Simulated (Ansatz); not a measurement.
GeS: field gradients at two levels of theory

Cell: a structure deposited in the COD whose atoms were relaxed with PBE, the cell held.

Space group Pnma (No. 62); a = 10.4700, b = 3.6410, c = 4.2970 Å.

| site | Wyckoff | site symmetry | x | y | z |
| --- | --- | --- | --- | --- | --- |
| Ge | 4c | .m. | 0.6209 | 0.2500 | 0.3720 |
| S | 4c | .m. | 0.8506 | 0.2500 | 0.4974 |

One atom of each set is listed.

First run. Level of theory: DFT, PBE, plane waves and PAW, scalar-relativistic, 420 eV cutoff, Γ-centred 5×12×10 k-points, Fermi–Dirac smearing 0.02 eV (Ansatz 0.2.0).

| site | V_zz (10²¹ V/m²) | η |
| --- | --- | --- |
| Ge | -7.46 | 0.36 |
| S | -5.15 | 0.03 |

Second run. The same atoms and settings, except that the functional is r2SCAN and the cutoff is 500 eV.

Task: What does the second run give?

Result: 

```tsv
site	V_zz	η	change of V_zz
Ge	-8.50	0.34	-1.04
S	-5.52	0.03	-0.37
```

The largest change of V_zz is on Ge, from -7.46 to -8.50. In per cent, |V_zz| changes by +14 on Ge, +7 on S (all sites that start above 0.5).

For the second run: The largest force is 0.3 eV/Å, so the atoms aren't at the calculated equilibrium and relaxing them would move these values.
